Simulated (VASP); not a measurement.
# La2O3: X-ray absorption with a core hole

What does the core hole do to the absorption edge in La2O3? The cell has space group P-3m1, a computed entry that need not be the common form of this compound. The start is a computed cell from the Materials Project.

Method: PBE; plane waves and PAW (O, La, O), in the first sound run; inputs show where later runs differ, in VASP 6.6.1.

Most raw output is cut from this account.

## (1) Set-up

The structure is trigonal, space group P-3m1 (No. 164). Conventional cell: a = 3.931 Å, b = 3.931 Å, c = 6.112 Å, α = 90.00°, β = 90.00°, γ = 120.00°. Nearest to O lie 6 La at 2.72 Å. La has 7 O at 2.36 to 2.72 Å nearest. Nearest to O lie 4 La at 2.36 to 2.44 Å. Farther neighbours and most contacts between anions are not listed.

As a file:

```xyz
15
Lattice="-5.8962 3.4042 0.0000 -5.8962 -3.4042 0.0000 3.9308 0.0000 6.1120" Properties=species:S:1:pos:R:3 pbc="T T T"
O    -7.8616    0.0000    0.0000
La   -1.9654   -1.1347    1.5050
La   -3.9308    2.2694    1.5050
La   -5.8962   -1.1347    1.5050
La   -5.8962    1.1347    4.6070
La   -1.9654    1.1347    4.6070
La   -3.9308   -2.2694    4.6070
O    -3.9308    0.0000    0.0000
O     0.0000    0.0000    0.0000
O    -1.9654   -1.1347    3.9477
O    -3.9308    2.2694    3.9477
O    -5.8962   -1.1347    3.9477
O    -5.8962    1.1347    2.1643
O    -1.9654    1.1347    2.1643
O    -3.9308   -2.2694    2.1643
```

## (2) Supercell without a hole

The cell without a hole gives, with ICORELEVEL = 1, the Kohn-Sham core levels of the initial state. It is a supercell, which puts a hole 6.8 Å from its nearest image.

Contents of INCAR:

```
SYSTEM = La2O3
PREC = Accurate
ENCUT = 400
EDIFF = 1E-05
NELM = 100
ISMEAR = 0
SIGMA = 0.05
LREAL = .FALSE.
ALGO = Normal
GGA = PE
NBANDS = 75
LASPH = .TRUE.
LWAVE = .FALSE.
LCHARG = .FALSE.
KPAR = 2
NCORE = 4
ICORELEVEL = 1
```

Contents of POSCAR:

```
La2O3
1.0
   -5.8961668170      3.4041534990      0.0000000000
   -5.8961668170     -3.4041534990      0.0000000000
    3.9307778780      0.0000000000      6.1119535200
O La O
1 6 8
Direct
    0.6666666667      0.6666666667      0.0000000000
    0.0820785600      0.4154118933      0.2462356800
    0.7487452267      0.0820785600      0.2462356800
    0.4154118934      0.7487452267      0.2462356800
    0.9179214400      0.5845881067      0.7537643200
    0.5845881066      0.2512547733      0.7537643200
    0.2512547733      0.9179214400      0.7537643200
    0.3333333333      0.3333333333      0.0000000000
    0.0000000000      0.0000000000      0.0000000000
    0.2152968834      0.5486302167      0.6458906500
    0.8819635500      0.2152968833      0.6458906500
    0.5486302167      0.8819635500      0.6458906500
    0.7847031166      0.4513697833      0.3541093500
    0.4513697833      0.1180364500      0.3541093500
    0.1180364500      0.7847031167      0.3541093500
```

Contents of KPOINTS:

```
Automatic mesh
0
Gamma
3 3 3
0 0 0
```

Potentials, in the order of the species: O, La and O (PBE family, release 64).

Command:

```bash
$ mpirun -np 8 vasp_std
```

Wall time 11 s (8 MPI ranks of Intel Xeon 6975P-C (Granite Rapids), shared host); peak memory 1.6 GiB.

These are scalar-relativistic Kohn-Sham levels of the ground state, with no core hole, so they are not binding energies.

Numbers from this step:

- free energy (TOTEN): -125.6124 eV
- Fermi energy: 6.168 eV
- pressure: -2.001 GPa

The two shallowest core shells; atoms whose shallowest level rounds to another's at 0.01 eV are left out. Core levels, by row:

| atom | shell | level below the valence-band top (eV) |
| --- | --- | --- |
| O1 | 1s | 503.5 |
| La2 | 4p | 189.8 |
| La2 | 4d | 93.72 |
| O10 | 1s | 503.6 |

## (3) K edge, Wyckoff site O a, full hole

This step: supercell core-hole method, PBE, full hole; plane waves and PAW (O, La, O) (VASP 6.6.1).

One core electron is taken from the first atom, which POSCAR lists as a species of its own, and NELECT stays that of the neutral valence shell, so the cell is charged against a background. NBANDS covers the range above the edge. The first density still holds the charge taken from the core, which is what the BRMIX lines of the log report.

Contents of INCAR:

```
SYSTEM = La2O3
PREC = Accurate
ENCUT = 400
EDIFF = 1E-06
NELM = 100
ISMEAR = 0
SIGMA = 0.05
LREAL = .FALSE.
ALGO = Normal
GGA = PE
NBANDS = 200
LASPH = .TRUE.
LWAVE = .FALSE.
LCHARG = .FALSE.
KPAR = 2
ICORELEVEL = 2
CLNT = 1
CLN = 1
CLL = 0
CLZ = 1
CH_LSPEC = .TRUE.
CH_NEDOS = 1500
CH_SIGMA = 0.5
NELECT = 120
```

POSCAR is that of step 2.

KPOINTS is that of step 2.

Command:

```bash
$ mpirun -np 8 vasp_std
```

It took 24 s on 8 MPI ranks; peak memory 1.7 GiB; 3 min of CPU time.

Numbers from this step:

| Quantity | Value |
| --- | --- |
| free energy (TOTEN) | -270.9088 eV |
| Fermi energy | 6.347 eV |

The imaginary dielectric function times 10^5 has structure finer than the step of the table below, so its rows give means over 2 eV, whole bins alone (the curve runs from 517 to 562 eV). Peaks (eV: height): xx 526.0: 22.0, 530.6: 19.3, 543.7: 10.1; zz 526.1: 20.9, 529.4: 17.4, 534.7: 10.2, 538.8: 10.9, 548.7: 15.0.

Smoothed further by a Gaussian, to a width of roughly 1 to 1.2 eV in all; heights scale with one over the cell volume; the energy axis is the program's own, and the fall at its high end is where NBANDS ends. Imaginary dielectric function times 10^5 against photon energy; means over each step:

| photon energy (eV) | xx | zz |
| --- | --- | --- |
| 520 | 0.0610 | 0.0139 |
| 522 | 0.0258 | 0.00562 |
| 524 | 1.69 | 0.945 |
| 526 | 18.2 | 14.6 |
| 528 | 7.25 | 13.4 |
| 530 | 13.1 | 11.7 |
| 532 | 7.62 | 1.41 |
| 534 | 5.19 | 6.36 |
| 536 | 3.28 | 5.73 |
| 538 | 4.24 | 7.90 |
| 540 | 6.17 | 7.10 |
| 542 | 6.65 | 3.78 |
| 544 | 8.77 | 4.29 |
| 546 | 7.89 | 7.77 |
| 548 | 8.04 | 10.5 |
| 550 | 1.79 | 3.43 |
| 552 | 4.0e-4 | 5.1e-4 |

The smoothed xx curve reaches a tenth of its top at about 524 eV.

## (4) K edge, Wyckoff site O a, no hole

This step: supercell core-hole method, PBE, no hole; plane waves and PAW (O, La, O) (VASP 6.6.1).

With CLZ = 0 the final states feel no hole, which shows what the hole does. NBANDS covers the range above the edge.

INCAR: that of step 3 with these lines changed.

```diff
@@ -19,3 +19,3 @@
 CLL = 0
-CLZ = 1
+CLZ = 0
 CH_LSPEC = .TRUE.
@@ -23,2 +23 @@
 CH_SIGMA = 0.5
-NELECT = 120
```

POSCAR is that of step 3.

KPOINTS is that of step 3.

Command:

```bash
$ mpirun -np 8 vasp_std
```

Run time: 23 s. Hardware: 8 MPI ranks; peak memory 1.8 GiB.

This step gave:

| Item | Value |
| --- | --- |
| free energy (TOTEN) | -125.6124 eV |
| Fermi energy | 6.290 eV |
| pressure | -2.007 GPa |

The imaginary dielectric function times 10^5 has structure finer than the step of the table below, so its rows give means over 1 eV, whole bins alone (the curve runs from 521 to 566 eV). Peaks (eV: height): xx 526.9: 29.1, 531.1: 28.3, 543.9: 10.9; zz 526.5: 23.1, 529.9: 32.5, 534.7: 12.2, 539.0: 13.3, 548.9: 12.9.

Smoothed further by a Gaussian, to a width of roughly 1 to 1.2 eV in all; heights scale with one over the cell volume; the energy axis is the program's own, and the fall at its high end is where NBANDS ends. Imaginary dielectric function times 10^5 against photon energy; means over each step:

| photon energy (eV) | xx | zz |
| --- | --- | --- |
| 522 | 0 | 0 |
| 523 | 0.00442 | 0.00520 |
| 524 | 0.401 | 0.346 |
| 525 | 5.08 | 3.23 |
| 526 | 18.8 | 16.6 |
| 527 | 27.6 | 16.9 |
| 528 | 15.2 | 14.9 |
| 529 | 6.51 | 22.6 |
| 530 | 11.5 | 29.8 |
| 531 | 25.6 | 11.4 |
| 532 | 16.2 | 2.19 |
| 533 | 8.24 | 2.31 |
| 534 | 9.87 | 7.36 |
| 535 | 6.19 | 10.6 |
| 536 | 4.71 | 6.76 |
| 537 | 3.96 | 5.61 |
| 538 | 4.26 | 8.03 |
| 539 | 5.92 | 12.7 |
| 540 | 6.31 | 10.4 |
| 541 | 7.17 | 6.54 |
| 542 | 6.59 | 4.17 |
| 543 | 7.70 | 4.39 |
| 544 | 10.3 | 4.74 |
| 545 | 7.75 | 4.75 |
| 546 | 7.99 | 7.72 |
| 547 | 8.81 | 7.53 |
| 548 | 9.75 | 7.69 |
| 549 | 6.65 | 11.1 |
| 550 | 1.42 | 2.15 |
| 551 | 0.0277 | 0.0214 |
| 552 | 0 | 0 |

The smoothed xx curve reaches a tenth of its top at about 525 eV.

## (5) Summary

This step: supercell core-hole method, PBE; plane waves and PAW (VASP 6.6.1).

No new run; the numbers come from the runs before.

Core-hole runs:

| site | hole | cost (core minutes) |
| --- | --- | --- |
| O a | full hole | 3.2 |
| O a | no hole | 3.07 |

## (6) What came out

```yaml
k_edge_of_o_a_full_hole: xx reaches a tenth of its top at 524.46 eV on the program's axis; share within the next 5 eV of the next 20 eV: 35 %
k_edge_of_o_a_no_hole: xx reaches a tenth of its top at 524.79 eV on the program's axis; share within the next 5 eV of the next 20 eV: 36 %
```

What this shows: The O K edge, for light polarised along x, reaches a tenth of its top at 524.46 eV on the program's axis. That mark passes over any weaker pre-edge, and only dipole transitions enter. In the charged run (full hole) weight just under or at the onset may be a state bound to the hole or the highest filled band counted as a final state; this wasn't checked, so onset and share of that run are in doubt. Share of the first 20 eV of absorption, for light polarised along x, that lies within 5 eV of each run's own onset: 36 % with no hole and 35 % with full hole. One site of the element was run (Wyckoff letter a). With 15 atoms and a 3×3×3 mesh the peak shapes still carry the imprint of the mesh, and the holes are close enough to feel one another. The fall at the high end is where NBANDS ends. The other core electrons stay frozen, so neither the program's energy axis nor the change of TOTEN is an excitation energy; spectra are aligned at the onset when set beside measurement. Not tabulated here, as repeats of values shown or as unfit to read for their mesh, reference level or band range: gaps (K edge, supercell without a hole); pressures of a box with vacuum or a charge (K edge); core levels (K edge).

[Lines on the potential files, build, host, timing and source positions are cut from VASP's logs without a mark.]

[Logs are printed without paths, hosts, clocks, repeated set-up lines and the standing remarks that a program may print on its own settings, such as how far it seeks lower states.]

[Hosts, paths, dates, database ids (printed as entryN), source tags and the programs' standing remarks are cut or masked in the printed files.]
